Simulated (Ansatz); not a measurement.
# HgTe (I-4m2) in Ansatz: equation of state

How stiff is HgTe in PBEsol, and what volume does it want? The cell is scaled to several volumes.

Program: Ansatz 0.2.0. These are calculated values, not measurements. Logs are shortened: lines on timing, memory, paths and dates and some standing lists are left out, and cuts for length are marked.

### 1 The crystal as given

The structure is tetragonal, space group I-4m2 (No. 119). The conventional cell has a = 6.091 Å, b = 6.091 Å, c = 3.119 Å, α = 90.00°, β = 90.00°, γ = 90.00°. Around Hg (site symmetry -4m2) lie 2 Hg at 3.12 Å and 4 Te at 3.14 Å. Te (site symmetry -4m2) has 2 Te at 3.12 Å and 4 Hg at 3.14 Å as nearest neighbours.

Measurements of this composition are mostly on another form, of space group No. 216.

### 2 Single point, PBEsol, 27.19 Å³/atom (volume scaled by 0.94)

The input, input.yaml:

```yaml
crystal:
  lattice:
    - [-2.9834303915, 2.9834303915, 1.5275763738]
    - [2.9834303915, -2.9834303915, 1.5275763738]
    - [2.9834303915, 2.9834303915, -1.5275763738]
  atoms:
    - { symbol: Hg, position: [0.75, 0.25, 0.5] }
    - { symbol: Te, position: [0.0, 0.0, 0.0] }
hamiltonian:
  xc: pbesol
  pseudopotentials: { kind: paw }
kpoints:
  mp_grid: { grid: [10, 10, 10] }
scf:
  occupations: { method: fermi_dirac, width: 0.05 }
output:
  forces: true
  stress: true
  eigenvalues: true
```

Potentials or basis: Ansatz PAW.

Started as:

```sh
> ansatz run input.yaml --threads 2 --pin off --max-ram 5632MiB --backend cpu --events-out ev --progress --plain --runs-dir out
```

What it wrote:

```text
Warning: RAYON_NUM_THREADS=2 ignored (pool sized by the plan → 2); use --threads N
Engine: ansatz 0.2.0, aarch64-unknown-linux-gnu
Pseudopotentials: kind: paw
Pseudopotential: Hg, paw, valence charge 20, recommended cutoff 420 eV (normal), Hg.paw.azcp
Pseudopotential: Te, paw, valence charge 16, recommended cutoff 420 eV (normal), Te.paw.azcp
Functional definition: PBEsol
  exchange = pbesol_x
  correlation = pbesol_c
Crystal: 2 atoms, lattice volume = 54.387 Å³
Basis set: ecut = 420 eV, 1073 PW (Γ), exchange–correlation on 60×60×60 points (8 copies of the dense FFT grid, shifted against one another)
Bands: 22, of which v1, the nominal top of the filled ones, is band 18 counted from 1 (17 counted from 0)
Symmetry: 8 space group operations
Space group: I-4m2 (ITA 119), of the structure as read, at distance tolerance 3.8e-5 Å
k-points: 102 of 1000 (time reversal used)
Non-local potential: Hg, projectors of the file, l = 0: 3, l = 1: 2, l = 2: 2, l = 3: 1
Non-local potential: Te, projectors of the file, l = 0: 2, l = 1: 2, l = 2: 2, l = 3: 2
PAW form: soft (Blöchl's): semilocal exchange-correlation on the pseudo side does not see the compensation charge
PAW frozen core: Hg, regenerated for the run's functional, and the local potential with it (the file was generated under x = pbe(κ = 0.804, μ = 0.2195149727645171), c = pbe(β = 0.06672455060314922))
PAW frozen core: Te, regenerated for the run's functional, and the local potential with it (the file was generated under x = pbe(κ = 0.804, μ = 0.2195149727645171), c = pbe(β = 0.06672455060314922))
PAW one-centre angular grid: Hg, 590 points (default); XC on 64 Gauss nodes
PAW one-centre angular grid: Te, 590 points (default); XC on 64 Gauss nodes
Initial density: superposition of atomic densities (neutral atoms: chi_scale 0, normalization atom), corrected by the library's trained network
Initial wavefunctions: pseudopotential atomic-orbital guess
Functional: x = pbesol(κ = 0.804, μ = 0.12345679012345678), c = pbesol(β = 0.046)
SCF iter   1: F=—  HF=-20569.527200 eV  |F-HF|=—  |Δ(HF+E_count)|=         —  Δρ=3.99e-3  dr2=1.20e-2  ethr=1.77e-3  ⟨swp⟩=6.1  Hψ=10340  notcnv=0
preconditioner: auto → Kerker (q_TF=auto, 2.547 Å⁻¹)  [metal: Δε(μ)=0.007 eV  Ē_g=10.333 eV  σ=0.050 eV  W_gap=0.03  n_scr=16 (ndim 8)  ℏωp=21.4 eV  f_vac=0.000  D(μ)=1.23/eV (n_scr^D=4)]
SCF iter   2: F=—  HF=-20569.524591 eV  |F-HF|=—  |Δ(HF+E_count)|=   2.61e-3  Δρ=2.17e-3  dr2=4.01e-3  ethr=3.33e-5  ⟨swp⟩=2.0  Hψ=3801  notcnv=0
SCF iter   3: F=—  HF=-20569.523432 eV  |F-HF|=—  |Δ(HF+E_count)|=   1.16e-3  Δρ=4.76e-4  dr2=1.83e-4  ethr=1.11e-5  ⟨swp⟩=2.1  Hψ=3186  notcnv=0
SCF iter   4: F=—  HF=-20569.523422 eV  |F-HF|=—  |Δ(HF+E_count)|=   1.00e-5  Δρ=1.58e-4  dr2=1.75e-5  ethr=5.08e-7  ⟨swp⟩=2.1  Hψ=3213  notcnv=0
SCF iter   5: F=—  HF=-20569.523423 eV  |F-HF|=—  |Δ(HF+E_count)|=   8.81e-7  Δρ=4.43e-5  dr2=1.31e-6  ethr=4.86e-8  ⟨swp⟩=2.9  Hψ=3187  notcnv=0
SCF iter   6: F=—  HF=-20569.523423 eV  |F-HF|=—  |Δ(HF+E_count)|=   4.62e-8  Δρ=1.31e-5  dr2=1.01e-7  ethr=3.64e-9  ⟨swp⟩=2.0  Hψ=3136  notcnv=0
SCF iter   7: F=-20569.523423 eV  HF=-20569.523423 eV  |F-HF|=6.98e-9  |Δ(HF+E_count)|=   7.23e-9  Δρ=3.81e-6  dr2=1.09e-8  ethr=2.78e-10  ⟨swp⟩=5.2  Hψ=8704  notcnv=0
SCF 1 converged in 7 iterations: F = -20569.523423 eV  dr2 = 1.09e-8
SCF converged after 7 iterations
Free energy (F): -20569.523423 eV
Harris-Foulkes:  -20569.523423 eV  (|F-HF|=6.98e-9)
Internal energy: -20569.513018 eV  (E = F + TS)
E sigma→0 (E₀):  -20569.518220 eV
Entropy (-TS):   -0.010405 eV (-5.202 meV/atom)
Fermi energy:    11.945805 eV
--- Per-component energies (eV) ---
  E_band       = -657.459706
  E_kinetic    = 784.593326
  E_local      = -3851.477237  (includes V_loc(G=0)·N_el)
  E_nonlocal   = -231.600903
  E_hartree    = 1915.359643
  E_xc         = -342.315659
  E_vxc        = -365.833953  (∫ρ·V_xc dr)
  E_paw        = -14385.236263  (= ΣΔE_a)
  E_vpaw       = -823.862743  (= ΣTr[D̂ρ^β])
  E_aug_tail   = 0.000676  (compensation charges beyond the density's cutoff)
  E_ewald      = -4459.540067
  E_core_change = 0.703466  (= ΣΔE_core)
  E_smearing   = -0.010405  (= −TS)
  E_closure    = -0.000000  (closes the sum)
  Σ components = -20569.523423   (vs F -20569.523423, Δ=0.00e0)
--- Forces (eV/Å), atoms counted from 1 ---
  atom   1  Hg     0.00000000     0.00000000     0.00000000
  atom   2  Te     0.00000000     0.00000000     0.00000000
  max |Σ_I F_I| component: 1.39e-17 eV/Å
--- Stress (GPa, compression-positive) ---
       -2.522770       0.000000       0.000000
        0.000000      -2.522770       0.000000
        0.000000       0.000000       2.952170
  P = ⅓ Tr σ = -0.6978 GPa (-6.978 kbar)
--- Band table (eV; the first three rows and the last of 102) ---
  k-point 0: bands = ["-102.9291", "-51.3231", "-51.3112", "-51.3112", "-25.1101", "-25.0292", "-25.0292", "-24.9996", "-24.9990", "-0.9174", "4.2353", "5.0119", "5.1156", "5.6171", "5.6171", "8.4538", "9.2982", "9.2982", "15.7563", "16.4562", "18.9749", "18.9749"]
  k-point 1: bands = ["-102.9291", "-51.3231", "-51.3113", "-51.3112", "-25.1101", "-25.0292", "-25.0291", "-24.9995", "-24.9990", "-0.8690", "4.2321", "5.0146", "5.0724", "5.6156", "5.6250", "7.6700", "9.4323", "10.0961", "15.7183", "16.5407", "18.3993", "18.6008"]
  k-point 2: bands = ["-102.9291", "-51.3231", "-51.3113", "-51.3112", "-25.1101", "-25.0292", "-25.0290", "-24.9993", "-24.9990", "-0.7345", "4.2215", "4.9687", "5.0004", "5.6113", "5.6427", "6.7131", "9.8018", "11.1181", "15.6183", "16.3692", "17.2949", "18.4240"]
  k-point 101: bands = ["-102.9291", "-51.3231", "-51.3114", "-51.3114", "-25.1100", "-25.0289", "-25.0289", "-24.9996", "-24.9977", "-0.2008", "4.1861", "5.3678", "5.6507", "5.6507", "5.7139", "7.2325", "7.2325", "7.3194", "15.3662", "19.4099", "20.2966", "20.2966"]
```

Run time: 6.3 s. Hardware: 2 threads of Arm Neoverse V1, shared host; peak memory 0.39 GiB.

What came out:

```yaml
Free_energy: -20569.5234 eV
Pressure: -0.7 GPa
Band_gap_on_the_k_mesh: none (metal or under the smearing width)
```

Caveat: the PAW data sets come from PBE, with cores solved anew for the run's functional, which leaves a small shift of forces and pressure.

### 3 Single point, PBEsol, 27.77 Å³/atom (volume scaled by 0.96)

input.yaml: that of step 2 with these lines changed.

```diff
@@ -2,5 +2,5 @@
   lattice:
-    - [-2.9834303915, 2.9834303915, 1.5275763738]
-    - [2.9834303915, -2.9834303915, 1.5275763738]
-    - [2.9834303915, 2.9834303915, -1.5275763738]
+    - [-3.0044411569, 3.0044411569, 1.5383343083]
+    - [3.0044411569, -3.0044411569, 1.5383343083]
+    - [3.0044411569, 3.0044411569, -1.5383343083]
   atoms:
```

Potentials or basis: Ansatz PAW.

Started as:

```sh
> ansatz run input.yaml --threads 2 --pin off --max-ram 5632MiB --backend cpu --events-out ev --progress --plain --runs-dir out
```

Wall time 7 s (2 threads of Arm Neoverse V1, shared host); peak memory 0.4 GiB.

The run converged. Its results:

```yaml
Free_energy: -20569.5147 eV
Pressure: -1.7 GPa
Band_gap_on_the_k_mesh: none (metal or under the smearing width)
```

Caveat: the PAW data sets come from PBE, with cores solved anew for the run's functional, which leaves a small shift of forces and pressure.

### 4 Single point, PBEsol, 28.35 Å³/atom (volume scaled by 0.98)

The input, input.yaml:

```yaml
crystal:
  lattice:
    - [-3.0251620955, 3.0251620955, 1.5489438457]
    - [3.0251620955, -3.0251620955, 1.5489438457]
    - [3.0251620955, 3.0251620955, -1.5489438457]
  atoms:
    - { symbol: Hg, position: [0.75, 0.25, 0.5] }
    - { symbol: Te, position: [0.0, 0.0, 0.0] }
hamiltonian:
  xc: pbesol
  pseudopotentials: { kind: paw }
kpoints:
  mp_grid: { grid: [10, 10, 10] }
scf:
  occupations: { method: fermi_dirac, width: 0.05 }
output:
  forces: true
  stress: true
  eigenvalues: true
  write_density: true
  write_potential: true
  elf: true
  volumetric_format: npy
```

Started as:

```sh
> ansatz run input.yaml --threads 2 --pin off --max-ram 5632MiB --backend cpu --events-out ev --progress --plain --runs-dir out
```

It took 9.2 s on 2 threads of Arm Neoverse V1, shared host; peak memory 0.4 GiB.

The run converged. Its results:

```yaml
Free_energy: -20569.4993 eV
Pressure: -2.6 GPa
Band_gap_on_the_k_mesh: none (metal or under the smearing width)
```

Caveat: the PAW data sets come from PBE, with cores solved anew for the run's functional, which leaves a small shift of forces and pressure.

### 5 Single point, PBEsol, 28.93 Å³/atom

The input, input.yaml:

```yaml
crystal:
  lattice:
    - [-3.045603, 3.045603, 1.55941]
    - [3.045603, -3.045603, 1.55941]
    - [3.045603, 3.045603, -1.55941]
  atoms:
    - { symbol: Hg, position: [0.75, 0.25, 0.5] }
    - { symbol: Te, position: [0.0, 0.0, 0.0] }
hamiltonian:
  xc: pbesol
  pseudopotentials: { kind: paw }
kpoints:
  mp_grid: { grid: [10, 10, 10] }
scf:
  occupations: { method: fermi_dirac, width: 0.05 }
output:
  forces: true
  stress: true
  eigenvalues: true
```

Started as:

```sh
> ansatz run input.yaml --threads 2 --pin off --max-ram 5632MiB --backend cpu --events-out ev --progress --plain --runs-dir out
```

Run time: 7.7 s. Hardware: 2 threads of Arm Neoverse V1, shared host; peak memory 0.4 GiB.

It converged, with:

* Free energy: -20569.4780 eV
* Pressure: -3.3 GPa
* Band gap on the k mesh: none (metal or under the smearing width)

Caveat: the PAW data sets come from PBE, with cores solved anew for the run's functional, which leaves a small shift of forces and pressure.

### 6 Single point, PBEsol, 29.51 Å³/atom (volume scaled by 1.02)

input.yaml: that of step 5 with these lines changed.

```diff
@@ -2,5 +2,5 @@
   lattice:
-    - [-3.045603, 3.045603, 1.55941]
-    - [3.045603, -3.045603, 1.55941]
-    - [3.045603, 3.045603, -1.55941]
+    - [-3.0657731441, 3.0657731441, 1.5697375195]
+    - [3.0657731441, -3.0657731441, 1.5697375195]
+    - [3.0657731441, 3.0657731441, -1.5697375195]
   atoms:
```

Potentials or basis: Ansatz PAW.

Started as:

```sh
> ansatz run input.yaml --threads 2 --pin off --max-ram 5632MiB --backend cpu --events-out ev --progress --plain --runs-dir out
```

Run time: 7.7 s. Hardware: 2 threads of Arm Neoverse V1, shared host; peak memory 0.4 GiB.

Results (log left out):

* Free energy: -20569.4515 eV
* Pressure: -4.0 GPa
* Band gap on the k mesh: none (metal or under the smearing width)

Caveat: the PAW data sets come from PBE, with cores solved anew for the run's functional, which leaves a small shift of forces and pressure.

### 7 Single point, PBEsol, 30.09 Å³/atom (volume scaled by 1.04)

input.yaml: that of step 6 with these lines changed.

```diff
@@ -2,5 +2,5 @@
   lattice:
-    - [-3.0657731441, 3.0657731441, 1.5697375195]
-    - [3.0657731441, -3.0657731441, 1.5697375195]
-    - [3.0657731441, 3.0657731441, -1.5697375195]
+    - [-3.0856813198, 3.0856813198, 1.5799309059]
+    - [3.0856813198, -3.0856813198, 1.5799309059]
+    - [3.0856813198, 3.0856813198, -1.5799309059]
   atoms:
```

Started as:

```sh
> ansatz run input.yaml --threads 2 --pin off --max-ram 5632MiB --backend cpu --events-out ev --progress --plain --runs-dir out
```

Run time: 7 s. Hardware: 2 threads of Arm Neoverse V1, shared host; peak memory 0.4 GiB.

Results (log left out):

```yaml
Free_energy: -20569.4207 eV
Pressure: -4.6 GPa
Band_gap_on_the_k_mesh: none (metal or under the smearing width)
```

Caveat: the PAW data sets come from PBE, with cores solved anew for the run's functional, which leaves a small shift of forces and pressure.

### 8 Single point, PBEsol, 30.66 Å³/atom (volume scaled by 1.06)

input.yaml: that of step 7 with these lines changed.

```diff
@@ -2,5 +2,5 @@
   lattice:
-    - [-3.0856813198, 3.0856813198, 1.5799309059]
-    - [3.0856813198, -3.0856813198, 1.5799309059]
-    - [3.0856813198, 3.0856813198, -1.5799309059]
+    - [-3.1053358708, 3.1053358708, 1.5899944314]
+    - [3.1053358708, -3.1053358708, 1.5899944314]
+    - [3.1053358708, 3.1053358708, -1.5899944314]
   atoms:
```

Started as:

```sh
> ansatz run input.yaml --threads 2 --pin off --max-ram 5632MiB --backend cpu --events-out ev --progress --plain --runs-dir out
```

It took 8.1 s on 2 threads of Arm Neoverse V1, shared host; peak memory 0.4 GiB.

Results (log left out):

- Free energy: -20569.3860 eV
- Pressure: -5.0 GPa
- Band gap on the k mesh: none (metal or under the smearing width)

Caveat: the PAW data sets come from PBE, with cores solved anew for the run's functional, which leaves a small shift of forces and pressure.

### 9 Equation of state, PBEsol

Potentials or basis: Ansatz PAW.

This step only gathers the single runs of the series.

What came out:

* Equilibrium volume: 26.83 Å³/atom (rough: see the caveat)
* Bulk modulus at fixed shape and positions: 54 GPa (rough)

Energy against volume, from the lowest point:
| volume (Å³/atom) | energy (meV/atom) |
| --- | --- |
| 27.193 | 0.00 |
| 27.772 | 4.36 |
| 28.351 | 12.08 |
| 28.929 | 22.73 |
| 29.508 | 35.94 |
| 30.086 | 51.37 |
| 30.665 | 68.72 |

Caveat: the minimum lies outside the volumes run; the cell was scaled at fixed shape and fractional positions, which overstates the stiffness of a crystal with free parameters, most of all of layers and chains. Spin-orbit coupling is left out, which matters for the levels of Hg, Te.
